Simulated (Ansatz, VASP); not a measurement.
# One calculation of Si, two programs

```xyz
2
Lattice="0.0000 2.7010 2.7010 2.7010 0.0000 2.7010 2.7010 2.7010 0.0000" Properties=species:S:1:pos:R:3 pbc="T T T"
Si    2.7010    2.7010    2.7010
Si    4.0515    4.0515    4.0515
```

Alike in both runs: functional LDA; k mesh 12 × 12 × 12; occupations gaussian, width 0.02 eV; no spin polarisation.

Ansatz relaxed the structure, and its values are those at the end. VASP's run is a single point on that final structure, the one shown.

```csv
,VASP,Ansatz
version,VASP 6.6.1,Ansatz 0.2.0
potentials or method,"VASP PAW LDA potentials, release 64 (Si)","scalar-relativistic, plane waves, PAW"
plane-wave cutoff (eV),520,420
valence electrons in the cell,8,8
```

```tsv
	VASP	Ansatz	Ansatz less VASP
gap on the k mesh at the Fermi level (eV)	0.44	0.44	+0.002
least direct gap on the mesh (eV)	2.53	2.53	+0.002
pressure (GPa)	0.0	0.0	-0.04
```

A k mesh can miss the band edges.
